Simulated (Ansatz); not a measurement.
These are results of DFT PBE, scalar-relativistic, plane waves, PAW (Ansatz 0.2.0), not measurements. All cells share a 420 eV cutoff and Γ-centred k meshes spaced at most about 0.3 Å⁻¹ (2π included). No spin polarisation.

All energies are static (0 K, no zero-point motion).

Two relaxed structures of Al3Ga2N5:

A.

```yaml
crystal:
  lattice:
    - [-1.46840, 1.46840, 10.39809]
    - [1.46840, -1.46840, 10.39809]
    - [1.46840, 1.46840, -10.39809]
  atoms:
    - { symbol: Al, position: [0.70085, 0.70085, 0.00000] }
    - { symbol: Al, position: [0.29915, 0.29915, 0.00000] }
    - { symbol: Al, position: [0.50000, 0.50000, 0.00000] }
    - { symbol: Ga, position: [0.89895, 0.89895, 0.00000] }
    - { symbol: Ga, position: [0.10105, 0.10105, 0.00000] }
    - { symbol: N, position: [0.60079, 0.60079, 0.00000] }
    - { symbol: N, position: [0.20207, 0.20207, 0.00000] }
    - { symbol: N, position: [0.79793, 0.79793, 0.00000] }
    - { symbol: N, position: [0.39920, 0.39920, 0.00000] }
    - { symbol: N, position: [0.00000, 0.00000, 0.00000] }
```

B.

```yaml
crystal:
  lattice:
    - [-1.46675, 1.46675, 10.41747]
    - [1.46675, -1.46675, 10.41747]
    - [1.46675, 1.46675, -10.41747]
  atoms:
    - { symbol: Al, position: [0.59685, 0.59685, 0.00000] }
    - { symbol: Al, position: [0.40315, 0.40315, 0.00000] }
    - { symbol: Al, position: [0.00000, 0.00000, 0.00000] }
    - { symbol: Ga, position: [0.19792, 0.19792, 0.00000] }
    - { symbol: Ga, position: [0.80209, 0.80209, 0.00000] }
    - { symbol: N, position: [0.69668, 0.69668, 0.00000] }
    - { symbol: N, position: [0.30332, 0.30332, 0.00000] }
    - { symbol: N, position: [0.90368, 0.90368, 0.00000] }
    - { symbol: N, position: [0.50000, 0.50000, 0.00000] }
    - { symbol: N, position: [0.09632, 0.09632, 0.00000] }
```

Question: Which arrangement of the elements on these sites is preferred, and by what margin?

Answer: B is lower, by 10 meV/atom. The two share one framework of sites and differ in which element sits where. A has Al and Ga ordered on rock salt sites, space group I4/mmm (No. 139), 9.0 Å³/atom and a gap of 1.87 eV on its mesh; B has Al and Ga ordered on rock salt sites, space group I4/mmm (No. 139), 9.0 Å³/atom and a gap of 2.09 eV. Counting N atoms around Al and Ga (those within 1.25 times the shortest such distance or 1.15 times the sum of covalent radii, 1.27 where that leaves under three), A and B both have Al 6, Ga 6. Both come from invented guesses.

Kohn–Sham gaps at this level usually fall short of measured ones.
